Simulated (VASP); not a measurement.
A run of VASP 6.6.1 is set up as follows.

File POSCAR:

```
WS2
1.0
    3.1800000000      0.0000000000      0.0000000000
   -1.5900000000      2.7539607840      0.0000000000
    0.0000000000      0.0000000000     12.5000000000
W S
2 4
Direct
    0.6666666667      0.3333333333      0.7500000000
    0.3333333333      0.6666666667      0.2500000000
    0.6666666667      0.3333333333      0.3750000000
    0.3333333333      0.6666666667      0.8750000000
    0.6666666667      0.3333333333      0.1250000000
    0.3333333333      0.6666666667      0.6250000000
```

INCAR.step1

```
PREC = Accurate ; ENCUT = 520
EDIFF = 1E-7 ; ISMEAR = 0
SIGMA = 0.02 ; LREAL = F
LASPH = T ; NELM = 80
ALGO = Normal ; ISIF = 2
LWAVE = F ; LCHARG = T
LMAXMIX = 4 ; GGA = CA
KPAR = 2
```

Contents of KPOINTS.step1:

```
regular mesh
0
Gamma
  10 10 4
```

Contents of INCAR.step2:

```
PREC = Accurate ; ENCUT = 520
EDIFF = 1E-7 ; ISMEAR = 0
SIGMA = 0.05 ; LREAL = F
LASPH = T ; NELM = 80
ALGO = Normal ; ISIF = 2
LWAVE = F ; LCHARG = F
LMAXMIX = 4 ; GGA = CA
ICHARG = 11 ; KPAR = 2
```

The input KPOINTS.step2:

```
path GMKGALHA,LM,KH
15
line-mode
reciprocal
 0.0000000000  0.0000000000  0.0000000000  G
 0.5000000000  0.0000000000  0.0000000000  M

 0.5000000000  0.0000000000  0.0000000000  M
 0.3333333333  0.3333333333  0.0000000000  K

 0.3333333333  0.3333333333  0.0000000000  K
 0.0000000000  0.0000000000  0.0000000000  G

 0.0000000000  0.0000000000  0.0000000000  G
 0.0000000000  0.0000000000  0.5000000000  A

 0.0000000000  0.0000000000  0.5000000000  A
 0.5000000000  0.0000000000  0.5000000000  L

 0.5000000000  0.0000000000  0.5000000000  L
 0.3333333333  0.3333333333  0.5000000000  H

 0.3333333333  0.3333333333  0.5000000000  H
 0.0000000000  0.0000000000  0.5000000000  A

 0.5000000000  0.0000000000  0.5000000000  L
 0.5000000000  0.0000000000  0.0000000000  M

 0.3333333333  0.3333333333  0.0000000000  K
 0.3333333333  0.3333333333  0.5000000000  H
```

Potentials or basis: VASP PAW LDA potentials, release 64 (W_sv, S).

Command:

```console
$ cat potpaw_LDA.64/W_sv/POTCAR potpaw_LDA.64/S/POTCAR > POTCAR
$ cp INCAR.step1 INCAR
$ cp KPOINTS.step1 KPOINTS
$ mpirun -np 2 vasp_std > vasp.out
$ cp INCAR.step2 INCAR
$ cp KPOINTS.step2 KPOINTS
$ mpirun -np 2 vasp_std > vasp.out
```

(1) Estimate the band gap on the k mesh.

(2) Estimate the band gap along the path.

## Answers

(1) 1.05 eV, indirect (least direct gap 2.07 eV).

(2) 0.98 eV, indirect (least direct gap 1.73 eV).

Caveat: the log is that of the step along the path at fixed density, whose energy, stress, charges and moments have no meaning; spin-orbit coupling is left out, which moves the levels of the heavy elements.
